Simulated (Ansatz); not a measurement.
# InSb: a tetragonal deformation path

One table from this session's results is given with a row withheld; the runs are named, their logs left out.

Method: DFT r2SCAN, scalar-relativistic, plane waves, PAW, in Ansatz 0.2.0.

## The system as given

Symmetry: Fm-3m, No. 225, cubic system. Conventional cell: a = 6.147 Å, b = 6.147 Å, c = 6.147 Å, α = 90.00°, β = 90.00°, γ = 90.00°. Around In (site symmetry m-3m) lie 6 Sb at 3.07 Å. Sb (site symmetry m-3m) has 6 In at 3.07 Å as nearest neighbours.

As a file:

```cif
data_structure
_symmetry_space_group_name_H-M 'Fm-3m'
_symmetry_Int_Tables_number 225
_cell_length_a 6.1470
_cell_length_b 6.1470
_cell_length_c 6.1470
_cell_angle_alpha 90.000
_cell_angle_beta 90.000
_cell_angle_gamma 90.000
_cell_volume 232.27
loop_
_atom_site_label
_atom_site_type_symbol
_atom_site_symmetry_multiplicity
_atom_site_Wyckoff_symbol
_atom_site_fract_x
_atom_site_fract_y
_atom_site_fract_z
_atom_site_occupancy
In1 In 4 a 0.00000 0.00000 0.00000 1
Sb1 Sb 4 b 0.50000 0.00000 0.00000 1
```

The structure comes from the Materials Project (structure only).

Set-up of the first run:

Input file input.yaml:

```yaml
crystal:
  lattice:
    - [0.0, 3.073513, 3.073513]
    - [3.073513, 0.0, 3.073513]
    - [3.073513, 3.073513, 0.0]
  atoms:
    - { symbol: In, position: [0.0, 0.0, 0.0] }
    - { symbol: Sb, position: [0.5, 0.5, 0.5] }
basis:
  ecutwfc: 500
kpoints:
  mp_grid: { grid: [6, 6, 6] }
hamiltonian:
  xc: r2scan
scf:
  occupations: { method: gaussian, width: 0.1 }
output:
  forces: true
  stress: true
  eigenvalues: true
```

Launch:

```bash
ansatz run input.yaml --threads 1 --pin off --max-ram 2560MiB --backend cpu --events-out ev --progress --plain --runs-dir out
```

Among the steps run: Probe: one point at the start; The reference: the undisturbed cell on the scan's mesh; At ρ = 0.707; ρ = 1.414; At ρ = 0.850; ρ = 1.200; At ρ = 0.780; Point ρ = 1.300; ρ = 0.920; Point ρ = 1.100; Point ρ = 0.650; ρ = 1.500; Point ρ = 0.960; At ρ = 1.050.

One table of the session follows, with a row left open; its other results are not shown here.

Collected from the runs (energy zero: the undisturbed cell):

| ρ | ΔE (meV/atom) | pressure (GPa) |
| --- | --- | --- |
| 0.650 | 1694.7 | 26.5 |
| 0.707 | 971.1 | 15.4 |
| 0.780 | 435.0 | 6.4 |
| 0.850 | 160.2 | 1.9 |
| 0.920 | 33.6 | -0.6 |
| 0.960 | ? | ? |
| 1.000 | 0.0 | -1.4 |
| 1.050 | 7.8 | -1.2 |
| 1.100 | 30.6 | -0.5 |
| 1.200 | 117.2 | 1.5 |
| 1.300 | 241.4 | 4.9 |
| 1.414 | 423.7 | 9.8 |
| 1.500 | 581.8 | 13.9 |

**Question.** Estimate the row for ρ = 0.960.

Worked estimate for «ΔE (meV/atom)». A straight line through the neighbours (0.920, 33.6) and (1.000, 0.0) gives 33.6 + (0.0 − 33.6) × (0.960 − 0.920) / (1.000 − 0.920) = 16.8; a parabola fitted to 4 rows on both sides gives 4.4.

**Answer.** ΔE (meV/atom): 7.1; pressure (GPa): -1.2. In «ΔE (meV/atom)» the line misses by +9.7 and the parabola by -2.7.

To keep in mind: The runs treat Sb without spin-orbit coupling.
